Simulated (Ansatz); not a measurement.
## NaF (rocksalt) under strain

NaF built on the rocksalt prototype, relaxed with r2SCAN in the plane-wave code Ansatz. The symmetry is Fm-3m (No. 225, cubic); conventional cell a = 4.594 Å, 12.12 Å³ an atom. Around Na lie 6 F at 2.30 Å; around F lie 6 Na at 2.30 Å.

The axes x, y and z are those of this cell:
```yaml
crystal:
  lattice:
    - [0.00000, 2.29717, 2.29717]
    - [2.29717, 0.00000, 2.29717]
    - [2.29717, 2.29717, 0.00000]
  atoms:
    - { symbol: Na, position: [0.00000, 0.00000, 0.00000] }
    - { symbol: F, position: [0.50000, 0.50000, 0.50000] }
```

Unstrained: With PBE the gap is 6.456 eV and direct, at Γ. With r2SCAN the gap is 7.282 eV and direct, at Γ. The HSE06 gap is direct at Γ: 8.635 eV. Meshes: PBE 10×10×10, r2SCAN 10×10×10, HSE06 6×6×6. Strains are changes of length per length, and xy shears are angles. After each strain the atoms were relaxed again with r2SCAN within the symmetry that the strain leaves, so tilts or polar shifts that break it weren't tested; points keep the names that they have in the unstrained zone. No spin polarisation and no zero-point or thermal motion.

Changes of the least gap in eV (an overlap counts as a negative gap):
```
                                                      strain  volume change (%)  space group     PBE  r2SCAN   HSE06  G0W0@PBE (mesh)  energy rise, r2SCAN (meV/atom)
epitaxial +3.0 % in the xy plane, free normal strain -1.07 %               +5.0       I4/mmm  -0.265  -0.277  -0.296            -0.33                             7.9
                            isotropic -2.0 % on every length               -5.9        Fm-3m  +0.355  +0.365  +0.388            +0.42                             8.0
                 xy shear, engineering strain (angle) +2.5 %                0.0         Immm  -0.036  -0.037  -0.036            -0.04                             0.7
epitaxial -2.0 % in the xy plane, free normal strain +0.79 %               -3.2       I4/mmm  +0.185  +0.188  +0.201            +0.22                             4.4
                                     uniaxial +4.0 % along x               +4.0       I4/mmm  -0.216  -0.225  -0.244            -0.27                             6.0
```
Unstrained, G0W0@PBE with 101 empty bands, a screening cutoff of 150 eV and a 6×6×6 mesh gives 10.62 eV on its mesh; the band count follows the volume. G0W0 here is at a finite number of bands, screening cutoff and k mesh, not at the basis limit.

Epitaxial +3.0 % in the xy plane, free normal strain -1.07 %. HSE06: the gap goes from 8.635 to 8.339 eV (-0.296 eV). Stress change with r2SCAN, compression positive: xx -3.22, yy -3.22, zz 0.00 GPa.

Isotropic -2.0 % on every length. HSE06: the gap goes from 8.635 to 9.023 eV (+0.388 eV). Stress change with r2SCAN, compression positive: xx +3.80, yy +3.80, zz +3.80 GPa. For HSE06, dE_g/d ln V = -6.4 eV over this step.

Xy shear, engineering strain (angle) +2.5 %. HSE06: the gap goes from 8.635 to 8.599 eV (-0.036 eV); with r2SCAN the top three valence levels at Γ, degenerate before, become 1+1+1 from the top over 68 meV. Stress change with r2SCAN, compression positive: xx +0.01, yy +0.01, zz -0.02, xy -0.72 GPa.

Epitaxial -2.0 % in the xy plane, free normal strain +0.79 %. HSE06: the gap goes from 8.635 to 8.836 eV (+0.201 eV). Stress change with r2SCAN, compression positive: xx +3.05, yy +3.05, zz 0.00 GPa.

Uniaxial +4.0 % along x, other directions held. HSE06: the gap goes from 8.635 to 8.391 eV (-0.244 eV). Stress change with r2SCAN, compression positive: xx -3.64, yy -0.82, zz -0.82 GPa.

The meshes of the hybrids are coarse, so their gaps aren't converged to the digits shown.

The splittings at Γ are without spin-orbit coupling, which regroups them where it is of like size or larger.
